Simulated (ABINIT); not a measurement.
# Quasiparticle gap of ZnSe (Stilleite) in ABINIT

Aim: the G0W0 gap of ZnSe (Stilleite) on PBE, step by step.

Program: ABINIT 10.8.3. Level of theory: PBE and many-body steps on it, plane waves. Results are calculated unless marked as measured.

**What was measured.**

- Gap 2.695 ± 0.003 eV: excitonic gap from free-exciton PL, not corrected for exciton binding; photoluminescence; 300 K; bulk crystal (Bridgman-grown crystal, polished and etched) (“Alloy Disordering Effects on the Thermal Conductivity and Energy Gap Temperature Dependence of Cd1−xZnxSe Ternary Crystals Grown by the Bridgman Method”, 2023, pmc:10253836).

## Step 1: The structure

It takes space group F-43m (No. 216, cubic). The conventional cell has a = 5.668 Å, b = 5.668 Å, c = 5.668 Å, α = 90.00°, β = 90.00°, γ = 90.00°. Nearest to Zn lie 4 Se at 2.45 Å. Nearest to Se lie 4 Zn at 2.45 Å. Farther neighbours and most contacts between anions are not listed.

The cell and positions come from the Crystallography Open Database and are kept as given unless a step says otherwise.

## Step 2: Ground state

This step: ABINIT 10.8.3; DFT, PBE, plane waves, norm-conserving pseudopotentials.

The ground-state density comes first.

File run.abi:

```
acell 3*1.0 Angstrom
rprim 
  -0.000000000000 2.833800000000 2.833800000000
  2.833800000000 -0.000000000000 2.833800000000
  2.833800000000 2.833800000000 0.000000000000
ntypat 2
znucl 30 34
natom 2
typat 1 2
xred 
  0.000000000000 0.000000000000 0.000000000000
  0.250000000000 0.250000000000 0.250000000000
pp_dirpath "pseudos"
pseudos "Zn.upf, Se.upf"
ecut 48
ngkpt 6 6 6
nshiftk 1
shiftk 0 0 0
kptopt 1
chksymbreak 0
nband 27
occopt 1
tolvrs 1e-10
nstep 60
prtwf 0
indata_prefix "in"
outdata_prefix "out"
tmpdata_prefix "tmp"
```

Run with:

```console
OMP_NUM_THREADS=1 mpirun -n 4 abinit run.abi > log
```

Numbers of over 12 decimals in the logs are rounded to 6 here.

Output:

```text
.Version 10.8.3 of ABINIT. v10.8.2 released Aug 2026.

 Symmetries : space group F-4 3 m (#216); Bravais cF (face-center cubic)
================================================================================
 Values of the parameters that define the memory need of the present run
     intxc =       0    ionmov =       0      iscf =       7    lmnmax =       6
     lnmax =       6     mgfft =      48  mpssoang =       3    mqgrid =    3001
     natom =       2  nloc_mem =       1    nspden =       1   nspinor =       1
    nsppol =       1      nsym =      24    n1xccc =    2501    ntypat =       2
    occopt =       1   xclevel =       2
-    mband =          27        mffmem =           1         mkmem =           4
       mpw =        4897          nfft =      110592          nkpt =          16
================================================================================
  Rough estimation (10% accuracy) of disk space for files :
================================================================================

--------------------------------------------------------------------------------
------------- Echo of variables that govern the present computation ------------
--------------------------------------------------------------------------------
 -outvars: echo values of preprocessed input variables --------
            acell      1.8897261259E+00  1.8897261259E+00  1.8897261259E+00 Bohr

      chksymbreak           0
             ecut      4.80000000E+01 Hartree
-          fftalg         312

              ixc     -101130
              kpt      0.00000000E+00  0.00000000E+00  0.00000000E+00
                       1.66666667E-01  0.00000000E+00  0.00000000E+00
                       3.33333333E-01  0.00000000E+00  0.00000000E+00
                       5.00000000E-01  0.00000000E+00  0.00000000E+00
                       1.66666667E-01  1.66666667E-01  0.00000000E+00
                       3.33333333E-01  1.66666667E-01  0.00000000E+00
                       5.00000000E-01  1.66666667E-01  0.00000000E+00
                      -3.33333333E-01  1.66666667E-01  0.00000000E+00
                      -1.66666667E-01  1.66666667E-01  0.00000000E+00
   [... 5 further rows ...]
                      -3.33333333E-01  3.33333333E-01  1.66666667E-01
                      -3.33333333E-01  5.00000000E-01  1.66666667E-01
         kptrlatt        6    0    0      0    6    0      0    0    6
          kptrlen      4.54395803E+01
P           mkmem           4
            natom           2
            nband          27
            ngfft          48      48      48
             nkpt          16
            nstep          60
             nsym          24
           ntypat           2
              occ      2.000000  2.000000  2.000000  2.000000  2.000000  2.000000
                       2.000000  2.000000  2.000000  2.000000  2.000000  2.000000
                       2.000000  2.000000  2.000000  2.000000  2.000000  2.000000
                       2.000000  2.000000  2.000000  2.000000  0.000000  0.000000
[...]
prtwf           0
            rprim     -0.0000000000E+00  2.8338000000E+00  2.8338000000E+00
[...]
spgroup         216

           tolvrs      1.00000000E-10

             xred      0.0000000000E+00  0.0000000000E+00  0.0000000000E+00
[...]
znucl       30.00000   34.00000

================================================================================

 chkinp: Checking input parameters for consistency.

================================================================================
== DATASET  1 ==================================================================
-   mpi_nproc: 4, omp_nthreads: 1 (-1 if OMP is not activated)

--- !DatasetInfo
iteration_state: {dtset: 1, }
dimensions: {natom: 2, nkpt: 16, mband: 27, nsppol: 1, nspinor: 1, nspden: 1, mpw: 4897, }
cutoff_energies: {ecut:  48.0, pawecutdg:  -1.0, }
electrons: {nelect:   4.40000000E+01, charge:   0.00000000E+00, occopt:   1.00000000E+00, tsmear:   1.00000000E-02, }

 Real(R)+Recip(G) space primitive vectors, cartesian coordinates (Bohr,Bohr^-1):
 R(1)=  0.0000000  5.3551059  5.3551059  G(1)= -0.0933688  0.0933688  0.0933688
 R(2)=  5.3551059  0.0000000  5.3551059  G(2)=  0.0933688 -0.0933688  0.0933688
 R(3)=  5.3551059  5.3551059  0.0000000  G(3)=  0.0933688  0.0933688 -0.0933688
 Unit cell volume ucvol=  3.0713845E+02 bohr^3
 Angles (23,13,12)=  6.00000000E+01  6.00000000E+01  6.00000000E+01 degrees

 getcut: wavevector=  0.0000  0.0000  0.0000  ngfft=  48  48  48
         ecut(hartree)=     48.000   => boxcut(ratio)=   2.03223

--- Pseudopotential description ------------------------------------------------
- Zn Generated using ONCVPSP code by D. R. Hamann
- 30.00000  20.00000  171031                  znucl, zion, pspdat
12 -101130 2 -1 1326                          pspcod,pspxc,lmax,lloc,mmax
     nproj     2     2     2
  pspatm : epsatm=   26.68164218
         --- l  ekb(1:nproj) -->
[...]
pspatm: atomic psp has been read  and splines computed

- Se Generated using ONCVPSP code by D. R. Hamann
- 34.00000  24.00000  171031                  znucl, zion, pspdat
12 -101130 2 -1 1214                          pspcod,pspxc,lmax,lloc,mmax
     nproj     2     2     2
  pspatm : epsatm=   25.39064422
         --- l  ekb(1:nproj) -->
[...]
pspatm: atomic psp has been read  and splines computed

   2.29118060E+03                                ecore*ucvol(ha*bohr**3)
--------------------------------------------------------------------------------

_setup2: Arith. and geom. avg. npw (full set) are    4879.338    4879.326

================================================================================

--- !BeginCycle
iteration_state: {dtset: 1, }
solver: {iscf: 7, nstep: 60, nline: 4, wfoptalg: 0, }
tolerances: {tolvrs: 1.00E-10, }

     iter   Etot(hartree)      deltaE(h)  residm     vres2
 ETOT  1  -544.98635842320    -5.450E+02 9.114E-01 4.653E+03
 ETOT  2  -546.40203433041    -1.416E+00 4.210E-02 7.770E+03
 ETOT  3  -547.23845527222    -8.364E-01 1.312E-02 1.052E+03
 ETOT  4  -547.31149392204    -7.304E-02 4.016E-03 3.977E+02
 ETOT  5  -547.35013234238    -3.864E-02 2.241E-03 5.298E+01
 ETOT  6  -547.35602524963    -5.893E-03 8.103E-04 1.388E+00
 ETOT  7  -547.35612893251    -1.037E-04 1.448E-04 3.923E-01
 ETOT  8  -547.35617116759    -4.224E-05 4.337E-05 4.472E-02
 ETOT  9  -547.35617617370    -5.006E-06 1.082E-05 5.496E-03
 ETOT 10  -547.35617686684    -6.931E-07 3.919E-06 5.544E-07
 ETOT 11  -547.35617686708    -2.417E-10 1.219E-06 1.127E-07
 ETOT 12  -547.35617686712    -3.763E-11 4.599E-07 6.262E-09
 ETOT 13  -547.35617686715    -2.808E-11 1.480E-07 2.773E-10
 ETOT 14  -547.35617686716    -1.398E-11 5.597E-08 1.371E-11

 At SCF step   14       vres2   =  1.37E-11 < tolvrs=  1.00E-10 =>converged.

 Cartesian components of stress tensor (hartree/bohr^3)
  sigma(1 1)= -3.24037045E-05  sigma(3 2)=  0.00000000E+00
  sigma(2 2)= -3.24037045E-05  sigma(3 1)=  0.00000000E+00
  sigma(3 3)= -3.24037045E-05  sigma(2 1)=  0.00000000E+00

--- !ResultsGS
iteration_state: {dtset: 1, }
comment   : Summary of ground state results
lattice_vectors:
- [ -0.0000000,   5.3551059,   5.3551059, ]
- [  5.3551059,  -0.0000000,   5.3551059, ]
- [  5.3551059,   5.3551059,   0.0000000, ]
lattice_lengths: [   7.57326,    7.57326,    7.57326, ]
lattice_angles: [ 60.000,  60.000,  60.000, ] # degrees, (23, 13, 12)
lattice_volume:   3.0713845E+02
convergence: {deltae: -1.398E-11, res2:  1.371E-11, residm:  5.597E-08, diffor: null, }
etotal    :  -5.47356177E+02
entropy   :   0.00000000E+00
fermie    :   1.53041323E-01
cartesian_stress_tensor: # hartree/bohr^3
- [ -3.24037045E-05,   0.00000000E+00,   0.00000000E+00, ]
- [  0.00000000E+00,  -3.24037045E-05,   0.00000000E+00, ]
- [  0.00000000E+00,   0.00000000E+00,  -3.24037045E-05, ]
pressure_GPa:   9.5335E-01
xred      :
- [  0.0000E+00,   0.0000E+00,   0.0000E+00, Zn]
- [  2.5000E-01,   2.5000E-01,   2.5000E-01, Se]
cartesian_forces: # hartree/bohr
- [  1.31811805E-23,   1.31811805E-23,  -3.95435415E-23, ]
- [ -1.31811805E-23,  -1.31811805E-23,   3.95435415E-23, ]
force_length_stats: {min:   4.37170300E-23, max:   4.37170300E-23, mean:   4.37170300E-23, }

 Integrated electronic density in atomic spheres:
 ------------------------------------------------
 Atom  Sphere_radius  Integrated_density
    1        2.00000         18.11040736
    2        2.00000         21.26036845
================================================================================

 ----iterations are completed or convergence reached----

 Mean square residual over all n,k,spin=   12.957E-11; max=  55.966E-09
 reduced coordinates (array xred) for    2 atoms
       0.000000000000      0.000000000000      0.000000000000
       0.250000000000      0.250000000000      0.250000000000
 rms dE/dt=  1.9965E-22; max dE/dt=  2.8234E-22; dE/dt below (all hartree)
    1       0.000000000000      0.000000000000     -0.000000000000
    2      -0.000000000000     -0.000000000000      0.000000000000

 cartesian coordinates (angstrom) at end:
    1      0.000000     0.000000     0.000000
    2      1.416900     1.416900     1.416900

 cartesian forces (hartree/bohr) at end:
    1      0.000000     0.000000    -0.000000
    2     -0.000000    -0.000000     0.000000
 frms,max,avg= 2.5240039E-23 3.9543542E-23   0.000E+00  0.000E+00  0.000E+00 h/b

 cartesian forces (eV/Angstrom) at end:
    1      0.000000     0.000000    -0.000000
    2     -0.000000    -0.000000     0.000000
 frms,max,avg= 1.2978950E-21 2.0334107E-21   0.000E+00  0.000E+00  0.000E+00 e/A
 length scales=  1.889726125908  1.889726125908  1.889726125908 bohr
              =  1.000000000000  1.000000000000  1.000000000000 angstroms
 prteigrs : about to open file out_EIG
 Fermi (or HOMO) energy (hartree) =   0.15304   Average Vxc (hartree)=  -0.36195
 Eigenvalues (hartree) for nkpt=  16  k points:
 kpt#   1, nband= 27, wtk=  0.00463, kpt=  0.0000  0.0000  0.0000 (reduced coord)
  -7.46293   -5.23849   -5.23849   -5.23849   -4.44962   -2.76502   -2.76502   -2.76502
  -1.56976   -1.56976   -1.56976   -1.56961   -1.56961   -0.33425   -0.08738   -0.08738
  -0.08738   -0.07385   -0.07385    0.15304    0.15304    0.15304    0.20039    0.36671
   0.36671    0.36671    0.51812
 prteigrs : prtvol=0 or 1, do not print more k-points.

--- !EnergyTerms
iteration_state     : {dtset: 1, }
comment             : Components of total free energy in Hartree
kinetic             :  2.38673621230762E+02
hartree             :  2.29158838384487E+02
xc                  : -5.13331538891217E+01
Ewald energy        : -2.44845014170202E+02
psp_core            :  7.45976485783275E+00
local_psp           : -5.91683585332825E+02
non_local_psp       : -1.34786647948093E+02
total_energy        : -5.47356176867160E+02
total_energy_eV     : -1.48943203428558E+04
band_energy         : -8.85655578376508E+01

 Cartesian components of stress tensor (hartree/bohr^3)
  sigma(1 1)= -3.24037045E-05  sigma(3 2)=  0.00000000E+00
  sigma(2 2)= -3.24037045E-05  sigma(3 1)=  0.00000000E+00
  sigma(3 3)= -3.24037045E-05  sigma(2 1)=  0.00000000E+00

-Cartesian components of stress tensor (GPa)         [Pressure=  9.5335E-01 GPa]
- sigma(1 1)= -9.53349902E-01  sigma(3 2)=  0.00000000E+00
- sigma(2 2)= -9.53349902E-01  sigma(3 1)=  0.00000000E+00
- sigma(3 3)= -9.53349902E-01  sigma(2 1)=  0.00000000E+00

== END DATASET(S) ==============================================================
================================================================================

 -outvars: echo values of variables after computation  --------
           etotal     -5.4735617687E+02
            nband          27
             nkpt          16
          spgroup         216
 [... the other variables as echoed above ...]

 Calculation completed.
```

Run time: 23 s. Hardware: 4 MPI ranks of Arm Neoverse V2, shared host; peak memory 0.36 GiB; 91 s of CPU time.

Numbers from this step:

| Item | Value |
| --- | --- |
| total energy | -14894.3203 eV |
| gap | 1.288 eV |
| k of the valence top | 0, 0, 0 |
| k of the conduction bottom | 0, 0, 0 |
| least direct gap | 1.288 eV |
| pressure | 0.9534 GPa |

The gap is direct, at Γ.

The cutoff was set for levels, not for stress, so the pressure can be off by some GPa.

## Step 3: Empty states on the mesh, 4×4×4 mesh, 93 bands

The sums over transitions need many empty states on a uniform mesh; this step solves for them.

run.abi: that of step 2 with these lines changed.

```diff
@@ -15,3 +15,3 @@
 ecut 48
-ngkpt 6 6 6
+ngkpt 4 4 4
 nshiftk 1
@@ -20,7 +20,10 @@
 chksymbreak 0
-nband 27
-occopt 1
-tolvrs 1e-10
+iscf -2
+irdden 1
+istwfk *1
+nband 93
+nbdbuf 8
+tolwfr 1e-09
 nstep 60
-prtwf 0
+prtvol 0
 indata_prefix "in"
```

Output:

```text
.Version 10.8.3 of ABINIT. v10.8.2 released Aug 2026.

 Symmetries : space group F-4 3 m (#216); Bravais cF (face-center cubic)
[... echo of the input left out ...]
== DATASET  1 ==================================================================
-   mpi_nproc: 4, omp_nthreads: 1 (-1 if OMP is not activated)

--- !DatasetInfo
iteration_state: {dtset: 1, }
dimensions: {natom: 2, nkpt: 8, mband: 93, nsppol: 1, nspinor: 1, nspden: 1, mpw: 4910, }
cutoff_energies: {ecut:  48.0, pawecutdg:  -1.0, }
electrons: {nelect:   4.40000000E+01, charge:   0.00000000E+00, occopt:   1.00000000E+00, tsmear:   1.00000000E-02, }

 Real(R)+Recip(G) space primitive vectors, cartesian coordinates (Bohr,Bohr^-1):
 R(1)=  0.0000000  5.3551059  5.3551059  G(1)= -0.0933688  0.0933688  0.0933688
 R(2)=  5.3551059  0.0000000  5.3551059  G(2)=  0.0933688 -0.0933688  0.0933688
 R(3)=  5.3551059  5.3551059  0.0000000  G(3)=  0.0933688  0.0933688 -0.0933688
 Unit cell volume ucvol=  3.0713845E+02 bohr^3
 Angles (23,13,12)=  6.00000000E+01  6.00000000E+01  6.00000000E+01 degrees

 getcut: wavevector=  0.0000  0.0000  0.0000  ngfft=  48  48  48
         ecut(hartree)=     48.000   => boxcut(ratio)=   2.03223

--- Pseudopotential description ------------------------------------------------
- Zn Generated using ONCVPSP code by D. R. Hamann
- 30.00000  20.00000  171031                  znucl, zion, pspdat
12 -101130 2 -1 1326                          pspcod,pspxc,lmax,lloc,mmax
     nproj     2     2     2
  pspatm : epsatm=   26.68164218
         --- l  ekb(1:nproj) -->
             0    2.827643   -1.532764
             1   -4.632527   -1.324876
             2   -6.943520   -2.557073
 pspatm: atomic psp has been read  and splines computed

- Se Generated using ONCVPSP code by D. R. Hamann
- 34.00000  24.00000  171031                  znucl, zion, pspdat
12 -101130 2 -1 1214                          pspcod,pspxc,lmax,lloc,mmax
     nproj     2     2     2
  pspatm : epsatm=   25.39064422
         --- l  ekb(1:nproj) -->
[...]
pspatm: atomic psp has been read  and splines computed

--------------------------------------------------------------------------------

================================================================================
 prteigrs : about to open file out_EIG
 Non-SCF case, kpt    1 (  0.00000  0.00000  0.00000), residuals and eigenvalues=
  3.34E-10  7.74E-11  1.09E-10  7.85E-11  2.73E-10  2.82E-10  2.38E-10  2.65E-10
  2.62E-10  4.17E-10  6.76E-10  6.89E-10  8.10E-10  5.64E-11  3.21E-10  4.21E-10
  3.89E-10  6.70E-11  5.70E-11  1.67E-10  1.58E-10  6.36E-10  9.11E-10  5.40E-10
[...]
1.53E-05  2.54E-05  9.64E-05  2.31E-04  8.41E-04
 -7.4629E+00 -5.2385E+00 -5.2385E+00 -5.2385E+00 -4.4496E+00 -2.7650E+00
 -2.7650E+00 -2.7650E+00 -1.5698E+00 -1.5698E+00 -1.5698E+00 -1.5696E+00
 -1.5696E+00 -3.3425E-01 -8.7379E-02 -8.7379E-02 -8.7379E-02 -7.3851E-02
[...]
2.5579E+00  2.5579E+00  2.5971E+00  2.5971E+00  2.6585E+00  2.7155E+00
  2.7155E+00  2.7155E+00  2.8676E+00  2.8676E+00  2.8676E+00  2.9263E+00
[...]
prteigrs : prtvol=0 or 1, do not print more k-points.

--- !ResultsGS
iteration_state: {dtset: 1, }
comment   : Summary of ground state results
lattice_vectors:
- [ -0.0000000,   5.3551059,   5.3551059, ]
- [  5.3551059,  -0.0000000,   5.3551059, ]
- [  5.3551059,   5.3551059,   0.0000000, ]
lattice_lengths: [   7.57326,    7.57326,    7.57326, ]
lattice_angles: [ 60.000,  60.000,  60.000, ] # degrees, (23, 13, 12)
lattice_volume:   3.0713845E+02
convergence: {deltae:  0.000E+00, res2:  0.000E+00, residm:  9.980E-10, diffor:  0.000E+00, }
etotal    :  -5.47356177E+02
entropy   :   0.00000000E+00
fermie    :   1.53041323E-01
cartesian_stress_tensor: null
pressure_GPa: null
xred      :
- [  0.0000E+00,   0.0000E+00,   0.0000E+00, Zn]
- [  2.5000E-01,   2.5000E-01,   2.5000E-01, Se]
cartesian_forces: null
force_length_stats: {min: null, max: null, mean: null, }

 Integrated electronic density in atomic spheres:
 ------------------------------------------------
 Atom  Sphere_radius  Integrated_density
[...]
================================================================================

 ----iterations are completed or convergence reached----

 Mean square residual over all n,k,spin=   36.524E-11; max=  99.798E-11
 reduced coordinates (array xred) for    2 atoms
       0.000000000000      0.000000000000      0.000000000000
       0.250000000000      0.250000000000      0.250000000000

 cartesian coordinates (angstrom) at end:
    1      0.000000     0.000000     0.000000
    2      1.416900     1.416900     1.416900
 length scales=  1.889726125908  1.889726125908  1.889726125908 bohr
              =  1.000000000000  1.000000000000  1.000000000000 angstroms
 prteigrs : about to open file out_EIG
 Eigenvalues (hartree) for nkpt=   8  k points:
 kpt#   1, nband= 93, wtk=  0.01563, kpt=  0.0000  0.0000  0.0000 (reduced coord)
[...]
2.02271    2.02271    2.02271    2.04997    2.26098    2.55794    2.55794    2.55794
   2.59708    2.59708    2.65854    2.71552    2.71552    2.71552    2.86760    2.86760
   2.86761    2.92625    2.92639    2.98316    2.98741
 prteigrs : prtvol=0 or 1, do not print more k-points.

== END DATASET(S) ==============================================================
================================================================================

 -outvars: echo values of variables after computation  --------
            nband          93
             nkpt           8
          spgroup         216
 [... the other variables as echoed above ...]

 Calculation completed.
```

Run time: 20 s. Hardware: 4 MPI ranks; peak memory 0.35 GiB.

This step gave:

```
gap                                                           : 1.288 eV
k of the valence top                                          : 0, 0, 0
k of the conduction bottom                                    : 0, 0, 0
least direct gap                                              : 1.288 eV
k points computed                                             : 8
lowest point of the top converged band, above the valence top : 64.5337 eV
```

On this mesh the gap is 1.288 eV.

[end of part 1 of 2]

[Paths, hosts, dates, memory and timing lines, banners, echoed tables and standing remarks are left out of the program output.]

[Logs are printed without paths, hosts, clocks, repeated set-up lines and the standing remarks that a program may print on its own settings, such as how far it seeks lower states.]

[Runs of the session that timed out or met a known fault of the program may be left out.]

[Hosts, paths, dates, database ids (printed as entryN), source tags and the programs' standing remarks are cut or masked in the printed files.]

[G0W0 gaps are taken among the corrected bands and points alone; a level outside them can change the order at an edge.]

[Where Ansatz stands beside ABINIT at settings called matched, ABINIT's density can come from a denser mesh and the files from another edition; pairs whose starting gaps differed by over 0.03 eV were left out, so agreement reads better than it is.]
